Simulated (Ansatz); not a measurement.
Runs of Ansatz 0.2.0 on I. Symmetry: Fmmm, No. 69, orthorhombic system. Conventional cell: a = 4.384 Å, b = 4.731 Å, c = 7.820 Å, α = 90.00°, β = 90.00°, γ = 90.00°. I (site symmetry mmm) has 4 I at 3.23 Å as nearest neighbours. 

| task | level | cell | k mesh | cutoff (eV) | smearing | gap on the mesh (eV) | pressure (GPa) |
| --- | --- | --- | --- | --- | --- | --- | --- |
| relaxation of cell and atoms | PBEsol | relaxed | 9 × 9 × 9 | - | fermi-dirac 0.05 eV | - | 0.0 |
| band structure | BLYP | as given | 9 × 9 × 9 | 161 | fermi-dirac 0.05 eV | - | 3.1 |
| elastic constants | LDA | as given | 7 × 7 × 7 | 177 | fermi-dirac 0.05 eV | none | (a) |
| single point | RPBE | as given | 9 × 9 × 9 | 161 | gaussian 0.05 eV | none | 1.8 |
| single point | RPBE | as given | 9 × 9 × 9 | 161 | gaussian 0.02 eV | none | 1.8 |

Alike in all rows: potentials or basis all-electron LAPW, scalar-relativistic; no spin polarisation; basis error allowed 0.001 eV/atom.

Fill in the values left out.

(a) -2.2.

Caveats: an odd number of electrons without spin polarisation forces a metal (some runs); a magnetic or distorted state may lie lower (some runs); spin-orbit coupling is left out, which moves the levels of the heavy elements (some runs); the k mesh is thin for a metal, which can move the energy by tens of meV per atom (some runs); a metal's response needs a denser mesh (some runs); elastic constants of metals need much finer meshes, so these are rough (some runs).

A k mesh can miss the band edges, and the runs leave out spin-orbit coupling on I.

A gap of «none» marks a metal or a gap under the smearing width.

Runs at the PBE level aren't shown here.
